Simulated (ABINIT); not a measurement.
# TiO2 (P4_2/mnm) in ABINIT: further runs

One crystal, TiO2, is run at these levels: PBEsol, r2SCAN; tasks: band structure.

Program: ABINIT 10.8.3 (patched build). These are calculated values, not measurements. Logs are shortened: lines on timing, memory, paths and dates and some standing lists are left out, and cuts for length are marked. The log counts tension as positive stress, the text compression.

**Experimental background.**

“Shallow Valence Band of Rutile GeO2 and P-type Doping”, 2020, arxiv:2011.08928 quotes, for a bulk crystal of TiO2 at 1.6 K: band gap 3.03 eV (direct).

The runs below are set against these values where they give the same quantity.

**1. The crystal as given**

Symmetry: P4_2/mnm, No. 136, tetragonal system. The conventional cell has a = 4.600 Å, b = 4.600 Å, c = 2.959 Å, α = 90.00°, β = 90.00°, γ = 90.00°. Around Ti (site symmetry mmm) lie 6 O at 1.95 to 1.98 Å. Around O (site symmetry m2m) lie 3 Ti at 1.95 to 1.98 Å.

The cell is a database's computed one.

**2. Band structure, PBEsol**

Contents of run.abi:

```
# Datasets: ground state, then fixed potential
ndtset 2

# Pseudopotentials
pp_dirpath "./"
pseudos "Ti.GGA_PBE-JTH.xml, O.GGA_PBE-JTH.xml"

# Structure
acell 3*1.0
rprim
     8.6924327600     0.0000000000     0.0000000000
     0.0000000000     8.6924327600     0.0000000000
     0.0000000000     0.0000000000     5.5921031727
ntypat 2
znucl 22 8
natom 6
typat 1 1 2 2 2 2
xcart
     0.0000000000     0.0000000000     1.4796067800
     2.2999186620     2.2999186620     0.0000000000
     1.3998285662     1.3998285662     1.4796067800
     0.9000900958     3.6997472281     0.0000000000
     3.6997472281     0.9000900958     0.0000000000
     3.2000087577     3.2000087577     1.4796067800 Angstrom

# Plane-wave basis
ecut 23.0
pawecutdg 45.0
pawxcdev 0

# Exchange and correlation
ixc -116133

# Bands and occupations
occopt 3
tsmear 0.05 eV

# SCF cycle
nstep 100

# Output
iomode 3
prtwf 0
prteig 0
prtebands 0
enunit 1
prtden1 1

# Dataset 1
kptopt1 1
ngkpt1 6 6 9
nshiftk1 1
shiftk1 0.0 0.0 0.0
nband1 29
tolvrs1 1.0e-9

# Dataset 2: bands along G-X-M-G-Z-R-A-Z
iscf2 -2
getden2 1
nband2 35
nbdbuf2 4
tolwfr2 1.0e-11
kptopt2 -7
ndivsm2 8
prteig2 1
kptbounds2
     0.0000000000     0.0000000000     0.0000000000
     0.0000000000     0.5000000000     0.0000000000
     0.5000000000     0.5000000000     0.0000000000
     0.0000000000     0.0000000000     0.0000000000
     0.0000000000     0.0000000000     0.5000000000
     0.0000000000     0.5000000000     0.5000000000
     0.5000000000     0.5000000000     0.5000000000
     0.0000000000     0.0000000000     0.5000000000
```

Potentials or basis: JTH PAW PBE v2.0.

Command:

```bash
$ abinit run.abi > log 2>&1
```

run.abo:

```text
.Version 10.8.3 of ABINIT
 DATASET    1 : space group P4_2/m n m (#136); Bravais tP (primitive tetrag.)
================================================================================
 Values of the parameters that define the memory need for DATASET  1.
     intxc =       0    ionmov =       0      iscf =      17    lmnmax =      18
     lnmax =       6     mgfft =      40  mpssoang =       3    mqgrid =    3001
     natom =       6  nloc_mem =       2    nspden =       1   nspinor =       1
    nsppol =       1      nsym =      16    n1xccc =       1    ntypat =       2
    occopt =       3   xclevel =       2
       mpw =        2256          nfft =       43200          nkpt =          50
 PAW method is used; the additional fine FFT grid is defined by:
   mgfftf=        54    nfftf =    104976
================================================================================
================================================================================

 DATASET    2 : space group P4_2/m n m (#136); Bravais tP (primitive tetrag.)
================================================================================
 Values of the parameters that define the memory need for DATASET  2.
     intxc =       0    ionmov =       0      iscf =      -2    lmnmax =      18
     lnmax =       6     mgfft =      40  mpssoang =       3    mqgrid =    3001
     natom =       6  nloc_mem =       2    nspden =       1   nspinor =       1
    nsppol =       1      nsym =      16    n1xccc =       1    ntypat =       2
    occopt =       3   xclevel =       2
       mpw =        2252          nfft =       43200          nkpt =          67
 PAW method is used; the additional fine FFT grid is defined by:
   mgfftf=        54    nfftf =    104976
================================================================================
================================================================================

--------------------------------------------------------------------------------
------------- Echo of variables that govern the present computation ------------
--------------------------------------------------------------------------------
 -outvars: echo values of preprocessed input variables --------
            acell      1.0000000000E+00  1.0000000000E+00  1.0000000000E+00 Bohr
              amu      4.78800000E+01  1.59994000E+01
             ecut      2.30000000E+01 Hartree
           enunit           1
           getden1          0
           getden2          1
             iscf1         17
             iscf2         -2
                       outvar_i_n : Printing only first  50 k-points.
              ixc     -116133
           jdtset        1    2
                       outvar_i_n : Printing only first  50 k-points.
           kptopt1          1
           kptopt2         -7
         kptrlatt        6    0    0      0    6    0      0    0    9
          kptrlen1     5.03289286E+01
          kptrlen2     3.00000000E+01
            natom           6
            nband1         29
            nband2         35
           nbdbuf1          0
           nbdbuf2          4
           ndtset           2
           ndivsm1          0
           ndivsm2          8
            ngfft          40      40      27
          ngfftdg          54      54      36
             nkpt1         50
             nkpt2         67
            nstep         100
             nsym          16
           ntypat           2
           occopt           3
        pawecutdg      4.50000000E+01 Hartree
         pawxcdev           0
        prtebands           0
           prteig1          0
           prteig2          1
            prtwf           0
            rprim      8.6924327600E+00  0.0000000000E+00  0.0000000000E+00
                       0.0000000000E+00  8.6924327600E+00  0.0000000000E+00
                       0.0000000000E+00  0.0000000000E+00  5.5921031727E+00
           shiftk1     0.00000000E+00  0.00000000E+00  0.00000000E+00
           shiftk2     5.00000000E-01  5.00000000E-01  5.00000000E-01
          spgroup         136
           tolvrs1     1.00000000E-09
           tolvrs2     0.00000000E+00
           tolwfr1     0.00000000E+00
[... 1098 lines left out ...]
 -1.9083E+00 -1.9083E+00 -1.0526E+00 -1.0526E+00 -1.0387E+00 -1.0387E+00
 -1.0379E+00 -1.0379E+00 -4.4394E-01 -4.4394E-01 -4.4117E-01 -4.4117E-01
  4.5856E-03  4.5856E-03  3.2328E-02  3.2328E-02  3.6547E-02  3.6547E-02
  6.8971E-02  6.8971E-02  8.1973E-02  8.1973E-02  1.1802E-01  1.1802E-01
  2.7953E-01  2.7953E-01  2.8680E-01  2.8680E-01  3.0493E-01  3.0493E-01
  3.7352E-01  3.7352E-01  3.9285E-01  3.9285E-01  6.2064E-01

--- !ResultsGS
iteration_state: {dtset: 2, }
comment   : Summary of ground state results
lattice_vectors:
- [  8.6924328,   0.0000000,   0.0000000, ]
- [  0.0000000,   8.6924328,   0.0000000, ]
- [  0.0000000,   0.0000000,   5.5921032, ]
lattice_lengths: [   8.69243,    8.69243,    5.59210, ]
lattice_angles: [ 90.000,  90.000,  90.000, ] # degrees, (23, 13, 12)
lattice_volume:   4.2253030E+02
convergence: {deltae:  0.000E+00, res2:  0.000E+00, residm:  9.987E-12, diffor:  0.000E+00, }
etotal    :  -1.81938651E+02
entropy   :   0.00000000E+00
fermie    :   2.03295859E-01
cartesian_stress_tensor: null
pressure_GPa: null
xred      :
- [  1.7511E-10,   1.7511E-10,   5.0000E-01, Ti]
- [  5.0000E-01,   5.0000E-01,   1.6866E-10, Ti]
- [  3.0432E-01,   3.0432E-01,   5.0000E-01,  O]
- [  1.9568E-01,   8.0432E-01,   1.6866E-10,  O]
- [  8.0432E-01,   1.9568E-01,   1.6866E-10,  O]
- [  6.9568E-01,   6.9568E-01,   5.0000E-01,  O]
cartesian_forces: null
force_length_stats: {min: null, max: null, mean: null, }
...

 Integrated electronic density in atomic spheres:
 ------------------------------------------------
 Atom  Sphere_radius  Integrated_density
    1        2.30803         10.34083798
    2        2.30803         10.34083798
    3        1.41465          4.57164333
    4        1.41465          4.57164333
    5        1.41465          4.57164333
    6        1.41465          4.57164333

================================================================================

 ----iterations are completed or convergence reached----

 Mean square residual over all n,k,spin=   47.328E-13; max=  99.873E-13
 reduced coordinates (array xred) for    6 atoms
       0.000000000175      0.000000000175      0.500000000169
       0.500000000175      0.500000000175      0.000000000169
       0.304321320208      0.304321320208      0.500000000169
       0.195678680142      0.804321320208      0.000000000169
       0.804321320208      0.195678680142      0.000000000169
       0.695678680142      0.695678680142      0.500000000169

 cartesian coordinates (angstrom) at end:
    1      0.00000000080548     0.00000000080548     1.47960677950091
    2      2.29991866119452     2.29991866119452     0.00000000049909
    3      1.39982856620000     1.39982856620000     1.47960677950091
    4      0.90009009580000     3.69974722658904     0.00000000049909
    5      3.69974722658904     0.90009009580000     0.00000000049909
    6      3.20000875618904     3.20000875618904     1.47960677950091
 length scales=  1.000000000000  1.000000000000  1.000000000000 bohr
              =  0.529177210544  0.529177210544  0.529177210544 angstroms
 Eigenvalues (   eV  ) for nkpt=  67  k points:
 kpt#   1, nband= 35, wtk=  1.00000, kpt=  0.0000  0.0000  0.0000 (reduced coord)
 -51.97666  -51.95879  -28.40826  -28.40826  -28.24018  -28.24018  -28.20138  -28.16730
 -13.50196  -12.30881  -11.55518  -11.55518   -1.18642   -0.73514   -0.34695    0.82091
   0.82091    2.06670    2.06670    2.65809    3.94838    4.19479    4.19479    4.64698
   6.46902    6.74490    7.01849    7.11656    7.11656    9.05516    9.22975   11.26840
  11.26840   12.25666   12.34470
 kpt#   2, nband= 35, wtk=  1.00000, kpt=  0.0000  0.0625  0.0000 (reduced coord)
 -51.97648  -51.95896  -28.40695  -28.40682  -28.24179  -28.24165  -28.20104  -28.16763
 -13.48773  -12.30864  -11.57054  -11.56081   -1.15900   -0.71870   -0.32183    0.82256
   0.82399    2.04008    2.06161    2.65925    3.92070    4.11529    4.15544    4.63487
   6.49333    6.77957    7.05017    7.13323    7.14135    9.08388    9.20948   11.25387
  11.25731   12.26265   12.36482
 kpt#   3, nband= 35, wtk=  1.00000, kpt=  0.0000  0.1250  0.0000 (reduced coord)
 -51.97597  -51.95946  -28.40308  -28.40256  -28.24653  -28.24599  -28.20007  -28.16859
 -13.44544  -12.30960  -11.61400  -11.57735   -1.08019   -0.67095   -0.24526    0.82741
   0.83259    1.96463    2.04355    2.66394    3.84221    3.89714    4.05368    4.59239
   6.56057    6.86858    7.13876    7.18146    7.21044    9.13498    9.18610   11.21234
[... 371 lines left out ...]
   7.34332    7.57374    7.80740    7.81001    8.20479    8.47313    9.84659   10.24853
  10.68887   11.08491   16.79800
 kpt#  66, nband= 35, wtk=  1.00000, kpt=  0.0455  0.0455  0.5000 (reduced coord)
 -51.92625  -51.92625  -28.64362  -28.64287  -28.26332  -28.26237  -28.24287  -28.24276
 -12.15204  -12.08214  -12.00251  -11.93122    0.08554    0.13737    0.70429    0.82940
   0.96672    1.23834    1.87584    1.89064    2.25240    2.30301    3.17568    3.21245
   7.52553    7.59800    7.80511    7.80593    8.27248    8.35613   10.04512   10.18698
  10.68968   10.82919   16.88905
 kpt#  67, nband= 35, wtk=  1.00000, kpt=  0.0000  0.0000  0.5000 (reduced coord)
 -51.92625  -51.92625  -28.64279  -28.64279  -28.26328  -28.26328  -28.24284  -28.24284
 -12.08017  -12.08017  -12.00494  -12.00494    0.12478    0.12478    0.87969    0.87969
   0.99450    0.99450    1.87681    1.87681    2.23060    2.23060    3.21142    3.21142
   7.60633    7.60633    7.80435    7.80435    8.29755    8.29755   10.16405   10.16405
  10.68994   10.68994   16.88855

== END DATASET(S) ==============================================================
================================================================================

 -outvars: echo values of variables after computation  --------
            acell      1.0000000000E+00  1.0000000000E+00  1.0000000000E+00 Bohr
           etotal1    -1.8193865117E+02
            fcart1     1.8070036208E-20 -1.8070036208E-20 -0.0000000000E+00
                       1.8070036208E-20 -1.8070036208E-20 -0.0000000000E+00
                       6.8166167620E-04  6.8166167620E-04 -0.0000000000E+00
                      -6.8166167620E-04  6.8166167620E-04 -0.0000000000E+00
                       6.8166167620E-04 -6.8166167620E-04 -0.0000000000E+00
                      -6.8166167620E-04 -6.8166167620E-04 -0.0000000000E+00
            rprim      8.6924327600E+00  0.0000000000E+00  0.0000000000E+00
                       0.0000000000E+00  8.6924327600E+00  0.0000000000E+00
                       0.0000000000E+00  0.0000000000E+00  5.5921031727E+00
           strten1     5.6825198399E-05  5.6825198399E-05  1.1222036480E-04
                       0.0000000000E+00  0.0000000000E+00  0.0000000000E+00
           xangst      8.0547921816E-10  8.0547921816E-10  1.4796067795E+00
                       2.2999186612E+00  2.2999186612E+00  4.9909053537E-10
                       1.3998285662E+00  1.3998285662E+00  1.4796067795E+00
                       9.0009009580E-01  3.6997472266E+00  4.9909053537E-10
                       3.6997472266E+00  9.0009009580E-01  4.9909053537E-10
                       3.2000087562E+00  3.2000087562E+00  1.4796067795E+00
             xred      1.7511037065E-10  1.7511037065E-10  5.0000000017E-01
                       5.0000000018E-01  5.0000000018E-01  1.6865647767E-10
                       3.0432132021E-01  3.0432132021E-01  5.0000000017E-01
                       1.9567868014E-01  8.0432132021E-01  1.6865647767E-10
                       8.0432132021E-01  1.9567868014E-01  1.6865647767E-10
                       6.9567868014E-01  6.9567868014E-01  5.0000000017E-01
 Calculation completed.
```

Run time: 8.7 min. Hardware: 1 thread of Intel Xeon Platinum 8375C at 2.90GHz (Ice Lake), shared host; peak memory 0.2 GiB.

Results:

| Property | Result |
| --- | --- |
| Free energy | -4950.8029 eV |
| Pressure | -2.2 GPa |
| Largest force | 0.050 eV/Å |
| Band gap on the k mesh | 1.82 eV, direct |
| Band gap along the path | 1.82 eV, direct |

Forces on the atoms (eV/Å):
```
Ti   0.000  0.000  0.000
Ti   0.000  0.000  0.000
O    0.035  0.035  0.000
O   -0.035  0.035  0.000
O    0.035 -0.035  0.000
O   -0.035 -0.035  0.000
```

Levels at the corners of the path, in eV from the valence-band top:
```
point  band 20  band 21  band 22  band 23  band 24  band 25  band 26  band 27  band 28  band 29
    Γ    -1.99    -0.70    -0.45    -0.45     0.00     1.82     2.10     2.37     2.47     2.47
    X    -3.08    -1.65    -1.65    -0.75    -0.75     2.49     2.49     3.01     3.01     3.55
    M    -2.22    -1.31    -1.31    -1.08    -1.08     1.86     1.86     2.49     2.49     3.83
    Γ    -1.99    -0.70    -0.45    -0.45     0.00     1.82     2.10     2.37     2.47     2.47
    Z    -2.77    -2.42    -2.42    -1.44    -1.44     2.96     2.96     3.16     3.16     3.65
    R    -2.39    -2.07    -2.07    -1.05    -1.05     1.86     1.86     3.18     3.18     3.90
    A    -2.74    -1.31    -1.31    -0.67    -0.67     2.57     2.57     3.18     3.18     3.20
    Z    -2.77    -2.42    -2.42    -1.44    -1.44     2.96     2.96     3.16     3.16     3.65
```

Caveat: the PAW data sets were made with another functional, which shifts forces and pressure a little; the atomic spheres overlap.

**3. Band structure, r2SCAN**

run.abi, as its differences from that of step 2:

```diff
@@ -26,8 +26,9 @@
 # Plane-wave basis
-ecut 23.0
-pawecutdg 45.0
-pawxcdev 0
+ecut 28.0
+pawecutdg 50.0
 
 # Exchange and correlation
-ixc -116133
+ixc -497498
+usekden 1
+pawxcdev 0
 
@@ -47,2 +48,3 @@
 prtden1 1
+prtkden1 1
 
@@ -50,3 +52,3 @@
 kptopt1 1
-ngkpt1 6 6 9
+ngkpt1 5 5 8
 nshiftk1 1
@@ -54,3 +56,3 @@
 nband1 29
-tolvrs1 1.0e-9
+tolvrs1 1.0e-7
 
@@ -59,2 +61,3 @@
 getden2 1
+getkden2 1
 nband2 35
@@ -63,3 +66,3 @@
 kptopt2 -7
-ndivsm2 8
+ndivsm2 5
 prteig2 1
```

Potentials or basis: JTH PAW PBE v2.0.

Command:

```bash
$ abinit run.abi > log 2>&1
```

Wall time 19 min (1 thread of Intel Xeon Platinum 8375C at 2.90GHz (Ice Lake), shared host); peak memory 0.24 GiB.

It converged, with:

```yaml
Free_energy: -4742.3307 eV
Pressure: 0.1 GPa
Largest_force: 0.037 eV/Å
Band_gap_on_the_k_mesh: 2.20 eV, direct
Band_gap_along_the_path: 2.20 eV, direct
```

Forces on the atoms (eV/Å):
```
Ti   0.000  0.000  0.000
Ti   0.000  0.000  0.000
O    0.026  0.026  0.000
O   -0.026  0.026  0.000
O    0.026 -0.026  0.000
O   -0.026 -0.026  0.000
```

Stress tensor (GPa, compression positive):
```
 0.17  0.00  0.00
 0.00  0.17  0.00
 0.00  0.00 -0.16
```

Levels at the corners of the path, in eV from the valence-band top:
```csv
point,band 22,band 23,band 24,band 25,band 26,band 27
Γ,-0.48,-0.48,0.00,2.20,2.51,2.74
X,-1.69,-0.77,-0.77,2.88,2.88,3.37
M,-1.37,-1.11,-1.11,2.23,2.23,2.86
Γ,-0.48,-0.48,0.00,2.20,2.51,2.74
Z,-2.40,-1.47,-1.47,3.30,3.30,3.54
R,-2.07,-1.08,-1.08,2.26,2.26,3.57
A,-1.32,-0.70,-0.70,2.93,2.93,3.55
Z,-2.40,-1.47,-1.47,3.30,3.30,3.54
```

Caveat: totals of a meta-GGA on PAW files have another zero than those of a GGA; the PAW data sets were made with another functional, which shifts forces and pressure a little; the atomic spheres overlap.

**4. Comparison with measurements**

Step 2. A measured gap of TiO2 is 3.03 eV (direct; 1.6 K; quoted in “Shallow Valence Band of Rutile GeO2 and P-type Doping”, 2020, arxiv:2011.08928); the calculated 1.82 eV misses it by -1.21 eV. 2 values of this kind are on record in papers (3.03 to 3.05 eV); this one was drawn at random among those near their median. The value is that of PBEsol, without temperature or zero-point motion. Semilocal functionals fall short of measured gaps as a rule. The cell is a database's relaxed one, not the measured one, which moves gaps too.

Step 3. A measured gap of TiO2 is 3.03 eV (direct; 1.6 K; quoted in “Shallow Valence Band of Rutile GeO2 and P-type Doping”, 2020, arxiv:2011.08928); the calculated 2.20 eV misses it by -0.83 eV. 2 values of this kind are on record in papers (3.03 to 3.05 eV); this one was drawn at random among those near their median. The value is that of r2SCAN, without temperature or zero-point motion. The cell is a database's relaxed one, not the measured one, which moves gaps too.
